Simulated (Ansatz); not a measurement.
Relaxing indium (dhcp)

Theory: Ansatz 0.2.0, DFT, PBE, plane waves (420 eV) with PAW, scalar-relativistic.

k-point mesh 11×11×3, Fermi-Dirac smearing 0.1 eV, no spin polarisation. Cell and atoms relax.

Starting structure:

```yaml
crystal:
  lattice:
    - [3.3313943041, 0.0, 0.0]
    - [-1.665697152, 2.8850720974, 0.0]
    - [0.0, 0.0, 10.8803337972]
  atoms:
    - { symbol: In, position: [0.0, 0.0, 0.0] }
    - { symbol: In, position: [0.0, 0.0, 0.5] }
    - { symbol: In, position: [0.3333333333, 0.6666666667, 0.25] }
    - { symbol: In, position: [0.6666666667, 0.3333333333, 0.75] }
hamiltonian:
  xc: pbe
  pseudopotentials:
    kind: paw
    azcp:
      In: "pseudopotentials/In.paw.azcp"
basis:
  ecutwfc: 420
  fft_grid_basis: typed
kpoints:
  mp_grid: { grid: [11, 11, 3], shift: [0, 0, 0] }
magnetization:
  spin_polarized: false
scf:
  occupations: { method: fermi_dirac, width: 0.1 }
relax:
  max_steps: 60
  f_tol: 0.01
  cell: {}
output:
  write_density: true
  write_potential: true
  elf: true
  volumetric_format: npy
```

Task: What cell does the relaxation end in?

Result: P6_3/mmc with a = 3.395 Å, c = 11.028 Å (c/a = 3.248); 27.52 Å³ per atom against 26.14 at the start (5.3 %).

Task: How much energy does the relaxation gain?

Result: 8.4 meV per atom.
